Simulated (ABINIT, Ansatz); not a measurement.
# A GW chain in ABINIT: NaI (Fm-3m), part 2 of 3

Aim: the G0W0 gap of NaI (Fm-3m) on PBE, step by step.

ABINIT 10.8.3; PBE and many-body steps on it, plane waves. Known limits of the many-body steps: not at the basis limit; no spin-orbit coupling.

So far. Step 2 (Ground state): The gap is direct, at Γ.

## 3. Bands along the symmetry lines

Level of this step: DFT, PBE, plane waves, norm-conserving pseudopotentials (ABINIT).

Levels along a band path, at the cheap level, show where the edges lie and whether the meshes to come will hold them.

run.abi

```
acell 3*1.0 Angstrom
rprim 
  -0.000000000000 3.236400000000 3.236400000000
  3.236400000000 0.000000000000 3.236400000000
  3.236400000000 3.236400000000 0.000000000000
ntypat 2
znucl 11 53
natom 2
typat 1 2
xred 
  0.000000000000 0.000000000000 0.000000000000
  0.500000000000 0.500000000000 0.500000000000
pp_dirpath "pseudos"
pseudos "Na.upf, I.upf"
ecut 38
iscf -2
irdden 1
kptopt 0
nkpt 50
kpt 
  0.00000000 0.00000000 0.00000000
  0.06250000 0.00000000 0.06250000
  0.12500000 0.00000000 0.12500000
  0.18750000 0.00000000 0.18750000
  0.25000000 0.00000000 0.25000000
  0.31250000 0.00000000 0.31250000
  0.37500000 0.00000000 0.37500000
  0.43750000 0.00000000 0.43750000
  0.50000000 0.00000000 0.50000000
  0.51562500 0.03125000 0.51562500
  0.53125000 0.06250000 0.53125000
  0.54687500 0.09375000 0.54687500
  0.56250000 0.12500000 0.56250000
  0.57812500 0.15625000 0.57812500
  0.59375000 0.18750000 0.59375000
  0.60937500 0.21875000 0.60937500
  0.62500000 0.25000000 0.62500000
  0.37500000 0.37500000 0.75000000
  0.32812500 0.32812500 0.65625000
  0.28125000 0.28125000 0.56250000
  0.23437500 0.23437500 0.46875000
  0.18750000 0.18750000 0.37500000
  0.14062500 0.14062500 0.28125000
  0.09375000 0.09375000 0.18750000
  0.04687500 0.04687500 0.09375000
  0.00000000 0.00000000 0.00000000
  0.06250000 0.06250000 0.06250000
  0.12500000 0.12500000 0.12500000
  0.18750000 0.18750000 0.18750000
  0.25000000 0.25000000 0.25000000
  0.31250000 0.31250000 0.31250000
  0.37500000 0.37500000 0.37500000
  0.43750000 0.43750000 0.43750000
  0.50000000 0.50000000 0.50000000
  0.50000000 0.46875000 0.53125000
  0.50000000 0.43750000 0.56250000
  0.50000000 0.40625000 0.59375000
  0.50000000 0.37500000 0.62500000
  0.50000000 0.34375000 0.65625000
  0.50000000 0.31250000 0.68750000
  0.50000000 0.28125000 0.71875000
  0.50000000 0.25000000 0.75000000
  0.50000000 0.21875000 0.71875000
  0.50000000 0.18750000 0.68750000
  0.50000000 0.15625000 0.65625000
  0.50000000 0.12500000 0.62500000
  0.50000000 0.09375000 0.59375000
  0.50000000 0.06250000 0.56250000
  0.50000000 0.03125000 0.53125000
  0.50000000 0.00000000 0.50000000
istwfk *1
nband 15
nbdbuf 2
tolwfr 1e-08
nstep 40
prtwf 0
prtvol 0
indata_prefix "in"
outdata_prefix "out"
tmpdata_prefix "tmp"
```

The run is started by

```sh
$ OMP_NUM_THREADS=1 mpirun -n 4 abinit run.abi > log
```

Numbers of over 12 decimals in the logs are rounded to 6 here.

Log:

```text
.Version 10.8.3 of ABINIT. v10.8.2 released Aug 2026.

 Symmetries : space group Fm -3 m (#225); Bravais cF (face-center cubic)
[... echo of the input left out ...]
== DATASET  1 ==================================================================
-   mpi_nproc: 4, omp_nthreads: 1 (-1 if OMP is not activated)

--- !DatasetInfo
iteration_state: {dtset: 1, }
dimensions: {natom: 2, nkpt: 50, mband: 15, nsppol: 1, nspinor: 1, nspden: 1, mpw: 5142, }
cutoff_energies: {ecut:  38.0, pawecutdg:  -1.0, }
electrons: {nelect:   1.60000000E+01, charge:   0.00000000E+00, occopt:   1.00000000E+00, tsmear:   1.00000000E-02, }

 Real(R)+Recip(G) space primitive vectors, cartesian coordinates (Bohr,Bohr^-1):
 R(1)=  0.0000000  6.1159096  6.1159096  G(1)= -0.0817540  0.0817540  0.0817540
 R(2)=  6.1159096  0.0000000  6.1159096  G(2)=  0.0817540 -0.0817540  0.0817540
 R(3)=  6.1159096  6.1159096  0.0000000  G(3)=  0.0817540  0.0817540 -0.0817540
 Unit cell volume ucvol=  4.5752326E+02 bohr^3
 Angles (23,13,12)=  6.00000000E+01  6.00000000E+01  6.00000000E+01 degrees

 getcut: wavevector=  0.0000  0.0000  0.0000  ngfft=  50  50  50
         ecut(hartree)=     38.000   => boxcut(ratio)=   2.08406

--- Pseudopotential description ------------------------------------------------
- Na Generated using ONCVPSP code by D. R. Hamann
- 11.00000   9.00000  171031                  znucl, zion, pspdat
12 -101130 1 -1 1992                          pspcod,pspxc,lmax,lloc,mmax
     nproj     2     2     0
  pspatm : epsatm=    9.36084378
         --- l  ekb(1:nproj) -->
             0    2.667291   -0.676599
             1   -6.743718   -2.407365
 pspatm: atomic psp has been read  and splines computed

- I Generated using ONCVPSP code by D. R. Hamann
- 53.00000   7.00000  171031                  znucl, zion, pspdat
12 -101130 2 -1 1196                          pspcod,pspxc,lmax,lloc,mmax
     nproj     2     2     2
  pspatm : epsatm=   19.17056757
         --- l  ekb(1:nproj) -->
             0    5.955518    0.916455
[...]
pspatm: atomic psp has been read  and splines computed

--------------------------------------------------------------------------------

================================================================================
 prteigrs : about to open file out_EIG
 Non-SCF case, kpt    1 (  0.00000  0.00000  0.00000), residuals and eigenvalues=
  2.33E-09  1.48E-09  2.53E-09  6.10E-09  9.21E-10  7.43E-10  4.03E-09  6.45E-09
  4.98E-09  2.75E-09  2.88E-09  3.05E-09  7.98E-09  4.77E-08  3.42E-08
 -1.8534E+00 -8.2153E-01 -8.2153E-01 -8.2153E-01 -4.0100E-01  3.9379E-03
  3.9379E-03  3.9379E-03  1.3768E-01  2.9667E-01  2.9667E-01  2.9667E-01
[...]
Non-SCF case, kpt    2 (  0.06250  0.00000  0.06250), residuals and eigenvalues=
  6.72E-09  5.62E-09  1.21E-09  1.90E-09  1.78E-09  1.77E-09  6.32E-10  5.44E-09
[...]
3.40E-09  1.00E-09  3.82E-09  8.42E-09  2.05E-09  9.41E-09  2.51E-09  8.74E-09
  7.20E-10  3.91E-09  1.81E-09  7.15E-09  4.31E-09  5.42E-09  3.63E-04
[...]
Non-SCF case, kpt   49 (  0.50000  0.03125  0.53125), residuals and eigenvalues=
[...]
Non-SCF case, kpt   50 (  0.50000  0.00000  0.50000), residuals and eigenvalues=
[...]
-1.8534E+00 -8.2168E-01 -8.2159E-01 -8.2159E-01 -3.8669E-01 -6.5920E-02
 -2.3368E-02 -2.3368E-02  1.6920E-01  2.0857E-01  3.6696E-01  4.2148E-01
[...]
--- !ResultsGS
iteration_state: {dtset: 1, }
comment   : Summary of ground state results
lattice_vectors:
- [ -0.0000000,   6.1159096,   6.1159096, ]
- [  6.1159096,   0.0000000,   6.1159096, ]
- [  6.1159096,   6.1159096,   0.0000000, ]
lattice_lengths: [   8.64920,    8.64920,    8.64920, ]
lattice_angles: [ 60.000,  60.000,  60.000, ] # degrees, (23, 13, 12)
lattice_volume:   4.5752326E+02
convergence: {deltae:  0.000E+00, res2:  0.000E+00, residm:  9.994E-09, diffor:  0.000E+00, }
etotal    :  -5.87453014E+01
entropy   :   0.00000000E+00
fermie    :   3.93791755E-03
cartesian_stress_tensor: null
pressure_GPa: null
xred      :
- [  0.0000E+00,   0.0000E+00,   0.0000E+00, Na]
- [  5.0000E-01,   5.0000E-01,   5.0000E-01,  I]
cartesian_forces: null
force_length_stats: {min: null, max: null, mean: null, }

 Integrated electronic density in atomic spheres:
 ------------------------------------------------
 Atom  Sphere_radius  Integrated_density
[...]
================================================================================

 ----iterations are completed or convergence reached----

 Mean square residual over all n,k,spin=   41.929E-10; max=  99.939E-10
 reduced coordinates (array xred) for    2 atoms
       0.000000000000      0.000000000000      0.000000000000
       0.500000000000      0.500000000000      0.500000000000

 cartesian coordinates (angstrom) at end:
    1      0.000000     0.000000     0.000000
    2      3.236400     3.236400     3.236400
 length scales=  1.889726125908  1.889726125908  1.889726125908 bohr
              =  1.000000000000  1.000000000000  1.000000000000 angstroms
 prteigrs : about to open file out_EIG
 Eigenvalues (hartree) for nkpt=  50  k points:
 kpt#   1, nband= 15, wtk=  1.00000, kpt=  0.0000  0.0000  0.0000 (reduced coord)
[...]
kpt#   2, nband= 15, wtk=  1.00000, kpt=  0.0625  0.0000  0.0625 (reduced coord)
[...]
kpt#   3, nband= 15, wtk=  1.00000, kpt=  0.1250  0.0000  0.1250 (reduced coord)
[...]
kpt#  49, nband= 15, wtk=  1.00000, kpt=  0.5000  0.0313  0.5313 (reduced coord)
  -1.85343   -0.82168   -0.82159   -0.82159   -0.38667   -0.06561   -0.02393   -0.02365
   0.17051    0.20991    0.36492    0.40718    0.42189    0.44584    0.49704
 kpt#  50, nband= 15, wtk=  1.00000, kpt=  0.5000  0.0000  0.5000 (reduced coord)
  -1.85343   -0.82168   -0.82159   -0.82159   -0.38669   -0.06592   -0.02337   -0.02337
   0.16920    0.20857    0.36696    0.42148    0.42148    0.43439    0.49751

== END DATASET(S) ==============================================================
================================================================================

 -outvars: echo values of variables after computation  --------
            nband          15
             nkpt          50
          spgroup         225
 [... the other variables as echoed above ...]

 Calculation completed.
```

Run time: 12 s. Hardware: 4 MPI ranks of Intel Xeon Platinum 8375C at 2.90GHz (Ice Lake), shared host; peak memory 0.36 GiB; 47 s of CPU time.

This step gave:

- gap: 3.639 eV
- k of the valence top: 0, 0, 0
- k of the conduction bottom: 0, 0, 0
- least direct gap: 3.639 eV

The gap is 3.639 eV, as in the run before at this level.

The electronic bands at the labelled points (eV, zero at the top of the highest filled band; v1 is the highest filled band, c1 the lowest empty one):

| point | v4 | v3 | v2 | v1 | c1 | c2 | c3 | c4 |
| --- | --- | --- | --- | --- | --- | --- | --- | --- |
| Γ | -11.02 | 0.00 | 0.00 | 0.00 | 3.64 | 7.97 | 7.97 | 7.97 |
| halfway | -10.82 | -1.22 | -0.40 | -0.40 | 5.28 | 6.37 | 7.60 | 9.26 |
| X | -10.63 | -1.90 | -0.74 | -0.74 | 4.50 | 5.57 | 9.88 | 11.36 |
| halfway | -10.63 | -1.83 | -0.94 | -0.70 | 4.74 | 5.87 | 9.49 | 10.26 |
| U | -10.63 | -1.64 | -1.34 | -0.60 | 5.22 | 6.70 | 8.71 | 9.26 |
| jump to K | -10.63 | -1.64 | -1.34 | -0.60 | 5.22 | 6.70 | 8.71 | 9.26 |
| halfway | -10.81 | -1.41 | -0.59 | -0.15 | 5.64 | 7.15 | 7.40 | 8.20 |
| Γ | -11.02 | 0.00 | 0.00 | 0.00 | 3.64 | 7.97 | 7.97 | 7.97 |
| halfway | -10.87 | -1.29 | -0.15 | -0.15 | 4.93 | 7.52 | 8.00 | 8.00 |
| L | -10.71 | -2.18 | -0.28 | -0.28 | 5.10 | 7.47 | 7.47 | 8.75 |
| halfway | -10.66 | -1.90 | -0.91 | -0.48 | 6.14 | 6.31 | 8.29 | 8.30 |
| W | -10.62 | -1.41 | -1.41 | -0.93 | 5.83 | 7.50 | 7.50 | 7.94 |
| halfway | -10.63 | -1.77 | -0.96 | -0.84 | 5.02 | 6.12 | 9.09 | 9.32 |
| X | -10.63 | -1.90 | -0.74 | -0.74 | 4.50 | 5.57 | 9.88 | 11.36 |

The electronic bands as a text plot (rows in eV, shown from -8.0 to 8.5 only):

```
    8.2 |+++++  ++         +++++++++++++++++++++     ++++++++
    7.5 | +++ ++           +++++++++++   ++++++++++++   +++
    6.8 |    +           ++ ++++                    ++ ++  ++
    6.1 |     +++++    ++   ++++                     ++++++  ++
    5.4 |     ++++ ++++  +++    +            ++++++++      ++  ++
    4.7 |    +    +++++++        ++++      ++                ++++
    4.0 | +++                        +  +++
    3.3 |+                            ++
    2.7 |
    2.0 |
    1.3 |
    0.6 |
   -0.1 |*******            **************************
   -0.8 |  ***  ************  *******    ***        *************
   -1.5 |     *****     *********           ***        *******
   -2.2 |          *****                       ********       ***
   -2.8 |
   -3.5 |
   -4.2 |
   -4.9 |
   -5.6 |
   -6.3 |
   -7.0 |
   -7.7 |
         Γ           X  U|K            Γ         L        W     X
```

## 4. Empty states on the mesh, 4×4×4 mesh, 177 bands

The sums over transitions need many empty states on a uniform mesh; this step solves for them.

run.abi

```
acell 3*1.0 Angstrom
rprim 
  -0.000000000000 3.236400000000 3.236400000000
  3.236400000000 0.000000000000 3.236400000000
  3.236400000000 3.236400000000 0.000000000000
ntypat 2
znucl 11 53
natom 2
typat 1 2
xred 
  0.000000000000 0.000000000000 0.000000000000
  0.500000000000 0.500000000000 0.500000000000
pp_dirpath "pseudos"
pseudos "Na.upf, I.upf"
ecut 38
ngkpt 4 4 4
nshiftk 1
shiftk 0 0 0
kptopt 1
chksymbreak 0
iscf -2
irdden 1
istwfk *1
nband 177
nbdbuf 16
tolwfr 1e-09
nstep 60
prtvol 0
indata_prefix "in"
outdata_prefix "out"
tmpdata_prefix "tmp"
```

Log:

```text
.Version 10.8.3 of ABINIT. v10.8.2 released Aug 2026.

 Symmetries : space group Fm -3 m (#225); Bravais cF (face-center cubic)
[... echo of the input left out ...]
== DATASET  1 ==================================================================
-   mpi_nproc: 4, omp_nthreads: 1 (-1 if OMP is not activated)

--- !DatasetInfo
iteration_state: {dtset: 1, }
dimensions: {natom: 2, nkpt: 8, mband: 177, nsppol: 1, nspinor: 1, nspden: 1, mpw: 5124, }
cutoff_energies: {ecut:  38.0, pawecutdg:  -1.0, }
electrons: {nelect:   1.60000000E+01, charge:   0.00000000E+00, occopt:   1.00000000E+00, tsmear:   1.00000000E-02, }

 Real(R)+Recip(G) space primitive vectors, cartesian coordinates (Bohr,Bohr^-1):
 R(1)=  0.0000000  6.1159096  6.1159096  G(1)= -0.0817540  0.0817540  0.0817540
 R(2)=  6.1159096  0.0000000  6.1159096  G(2)=  0.0817540 -0.0817540  0.0817540
 R(3)=  6.1159096  6.1159096  0.0000000  G(3)=  0.0817540  0.0817540 -0.0817540
 Unit cell volume ucvol=  4.5752326E+02 bohr^3
 Angles (23,13,12)=  6.00000000E+01  6.00000000E+01  6.00000000E+01 degrees

 getcut: wavevector=  0.0000  0.0000  0.0000  ngfft=  50  50  50
         ecut(hartree)=     38.000   => boxcut(ratio)=   2.08406

--- Pseudopotential description ------------------------------------------------
- Na Generated using ONCVPSP code by D. R. Hamann
- 11.00000   9.00000  171031                  znucl, zion, pspdat
12 -101130 1 -1 1992                          pspcod,pspxc,lmax,lloc,mmax
     nproj     2     2     0
  pspatm : epsatm=    9.36084378
         --- l  ekb(1:nproj) -->
             0    2.667291   -0.676599
             1   -6.743718   -2.407365
 pspatm: atomic psp has been read  and splines computed

- I Generated using ONCVPSP code by D. R. Hamann
- 53.00000   7.00000  171031                  znucl, zion, pspdat
12 -101130 2 -1 1196                          pspcod,pspxc,lmax,lloc,mmax
     nproj     2     2     2
  pspatm : epsatm=   19.17056757
         --- l  ekb(1:nproj) -->
             0    5.955518    0.916455
[...]
pspatm: atomic psp has been read  and splines computed

--------------------------------------------------------------------------------

================================================================================
 prteigrs : about to open file out_EIG
 Non-SCF case, kpt    1 (  0.00000  0.00000  0.00000), residuals and eigenvalues=
  2.11E-10  3.16E-10  2.91E-10  5.91E-10  2.44E-10  1.75E-10  3.12E-10  4.50E-10
  1.38E-10  1.31E-10  4.10E-10  4.90E-10  1.05E-10  3.31E-10  5.74E-10  2.20E-10
  3.05E-10  4.59E-10  1.16E-10  1.36E-10  3.20E-10  4.79E-10  3.79E-10  5.21E-10
[...]
4.17E-03
 -1.8534E+00 -8.2153E-01 -8.2153E-01 -8.2153E-01 -4.0100E-01  3.9379E-03
  3.9379E-03  3.9379E-03  1.3768E-01  2.9667E-01  2.9667E-01  2.9667E-01
  3.6509E-01  3.6509E-01  3.9121E-01  4.3160E-01  4.3160E-01  4.3160E-01
[...]
3.5196E+00  3.5208E+00  3.5208E+00  3.5208E+00  3.5212E+00  3.5212E+00
  3.5722E+00  3.5722E+00  3.5722E+00  3.5728E+00  3.7616E+00  3.7616E+00
[...]
prteigrs : prtvol=0 or 1, do not print more k-points.

--- !ResultsGS
iteration_state: {dtset: 1, }
comment   : Summary of ground state results
lattice_vectors:
- [ -0.0000000,   6.1159096,   6.1159096, ]
- [  6.1159096,   0.0000000,   6.1159096, ]
- [  6.1159096,   6.1159096,   0.0000000, ]
lattice_lengths: [   8.64920,    8.64920,    8.64920, ]
lattice_angles: [ 60.000,  60.000,  60.000, ] # degrees, (23, 13, 12)
lattice_volume:   4.5752326E+02
convergence: {deltae:  0.000E+00, res2:  0.000E+00, residm:  9.984E-10, diffor:  0.000E+00, }
etotal    :  -5.87453014E+01
entropy   :   0.00000000E+00
fermie    :   3.93791755E-03
cartesian_stress_tensor: null
pressure_GPa: null
xred      :
- [  0.0000E+00,   0.0000E+00,   0.0000E+00, Na]
- [  5.0000E-01,   5.0000E-01,   5.0000E-01,  I]
cartesian_forces: null
force_length_stats: {min: null, max: null, mean: null, }

 Integrated electronic density in atomic spheres:
 ------------------------------------------------
 Atom  Sphere_radius  Integrated_density
[...]
================================================================================

 ----iterations are completed or convergence reached----

 Mean square residual over all n,k,spin=   43.304E-11; max=  99.842E-11
 reduced coordinates (array xred) for    2 atoms
       0.000000000000      0.000000000000      0.000000000000
       0.500000000000      0.500000000000      0.500000000000

 cartesian coordinates (angstrom) at end:
    1      0.000000     0.000000     0.000000
    2      3.236400     3.236400     3.236400
 length scales=  1.889726125908  1.889726125908  1.889726125908 bohr
              =  1.000000000000  1.000000000000  1.000000000000 angstroms
 prteigrs : about to open file out_EIG
 Eigenvalues (hartree) for nkpt=   8  k points:
 kpt#   1, nband=177, wtk=  0.01563, kpt=  0.0000  0.0000  0.0000 (reduced coord)
[...]
3.38638    3.38638    3.51961    3.52078    3.52078    3.52078    3.52119    3.52119
   3.57221    3.57221    3.57221    3.57275    3.76161    3.76161    3.76163    3.89881
   3.90273
 prteigrs : prtvol=0 or 1, do not print more k-points.

== END DATASET(S) ==============================================================
================================================================================

 -outvars: echo values of variables after computation  --------
            nband         177
             nkpt           8
          spgroup         225
 [... the other variables as echoed above ...]

 Calculation completed.
```

Elapsed: 73 s, on 4 MPI ranks; peak memory 0.47 GiB.

This step gave:

```yaml
gap: 3.639 eV
k_of_the_valence_top: 0, 0, 0
k_of_the_conduction_bottom: 0, 0, 0
least_direct_gap: 3.639 eV
k_points_computed: 8
lowest_point_of_the_top_converged_band_above_the_valence_top: 92.0409 eV
```

On this mesh the gap is 3.639 eV.

## 5. Screening, 4×4×4 mesh, 161 bands, screening to 176.9 eV

The RPA dielectric matrix is built and inverted for each q.

This step: RPA screening on PBE, plane waves, norm-conserving pseudopotentials.

run.abi, as its differences from that of step 4:

```diff
@@ -20,10 +20,11 @@
 chksymbreak 0
-iscf -2
-irdden 1
 istwfk *1
-nband 177
-nbdbuf 16
-tolwfr 1e-09
-nstep 60
-prtvol 0
+occopt 1
+irdwfk 1
+optdriver 3
+nband 161
+ecuteps 6.5
+inclvkb 2
+awtr 1
+symchi 1
 indata_prefix "in"
```

Log:

```text
.Version 10.8.3 of ABINIT. v10.8.2 released Aug 2026.

 Symmetries : space group Fm -3 m (#225); Bravais cF (face-center cubic)
[... echo of the input left out ...]
== DATASET  1 ==================================================================
-   mpi_nproc: 4, omp_nthreads: 1 (-1 if OMP is not activated)

--- !DatasetInfo
iteration_state: {dtset: 1, }
dimensions: {natom: 2, nkpt: 8, mband: 161, nsppol: 1, nspinor: 1, nspden: 1, mpw: 5124, }
cutoff_energies: {ecut:  38.0, pawecutdg:  -1.0, }
electrons: {nelect:   1.60000000E+01, charge:   0.00000000E+00, occopt:   1.00000000E+00, tsmear:   1.00000000E-02, }

 SCREENING: Calculation of the susceptibility and dielectric matrices

 Based on a program developped by R.W. Godby, V. Olevano, G. Onida, and L. Reining.
 Incorporated in ABINIT by V. Olevano, G.-M. Rignanese, and M. Torrent.
.Using double precision arithmetic ; gwpc =  8

[... cell and pseudopotentials left out ...]
--------------------------------------------------------------------------------

 ==== K-mesh for the wavefunctions ====
 Number of points in the irreducible wedge :     8
[... list of points left out ...]
 Together with 48 symmetry operations and time-reversal symmetry
 yields    64 points in the full Brillouin Zone.

 ==== Q-mesh for the screening function ====
 Number of points in the irreducible wedge :     8
[... list of points left out ...]
 Together with 48 symmetry operations and time-reversal symmetry
 yields    64 points in the full Brillouin Zone.

 setmesh: FFT mesh size selected  =    36x   36x   36
          total number of points  =        46656

 vcoul_init : cutoff-mode = AUXILIARY_FUNCTION
 q-points for optical limit:   1
     1)      0.000010    0.000020    0.000030

- screening: taking advantage of time-reversal symmetry
- Maximum band index for partially occupied states nbvw = 8
- Remaining bands to be divided among processors   nbcw = 153
- Number of bands treated by each node ~38

 Number of electrons calculated from density =   16.0000; Expected =   16.0000
 average of density, n =  0.034971
 r_s =    1.8970
 omega_plasma =   18.0389 [eV]

 calculating chi0 at frequencies [eV] :
  1    0.000000E+00    0.000000E+00
  2    0.000000E+00    1.803886E+01

--------------------------------------------------------------------------------
  q-point number  1        q = ( 0.000000, 0.000000, 0.000000) [r.l.u.]
--------------------------------------------------------------------------------
[... chi0 elements left out ...]
 For q-point:  0.000010 0.000020 0.000030
  dielectric constant =   3.2408
  dielectric constant without local fields =   3.9375

  Average fulfillment of the sum rule on Im[epsilon] for q-point    1 :     75.72  [%]
[... wings left out ...]
  q-point number  2        q = ( 0.250000, 0.000000, 0.000000) [r.l.u.]
--------------------------------------------------------------------------------
[... chi0 elements left out ...]
  Average fulfillment of the sum rule on Im[epsilon] for q-point    2 :     83.85  [%]

 [... 6 further q-points ...]
```

It took 59 s on 4 MPI ranks; peak memory 1.6 GiB; 3.9 min of CPU time.

Numbers from this step:

- ε∞ with local fields, on this mesh, along the program's q direction: 3.241
- the same without local fields: 3.938
- plasma frequency: 18.04 eV
- plane waves in the screening matrix: 339

Local fields lower ε∞ by 18 %.

(Part 2 of 3 ends here.)

[Paths, hosts, dates, memory and timing lines, banners, echoed tables and standing remarks are left out of the program output.]

[Logs are printed without paths, hosts, clocks, repeated set-up lines and the standing remarks that a program may print on its own settings, such as how far it seeks lower states.]

[Runs of the session that timed out or met a known fault of the program may be left out.]

[Hosts, paths, dates, database ids (printed as entryN), source tags and the programs' standing remarks are cut or masked in the printed files.]

[G0W0 gaps are taken among the corrected bands and points alone; a level outside them can change the order at an edge.]

[Where Ansatz stands beside ABINIT at settings called matched, ABINIT's density can come from a denser mesh and the files from another edition; pairs whose starting gaps differed by over 0.03 eV were left out, so agreement reads better than it is.]
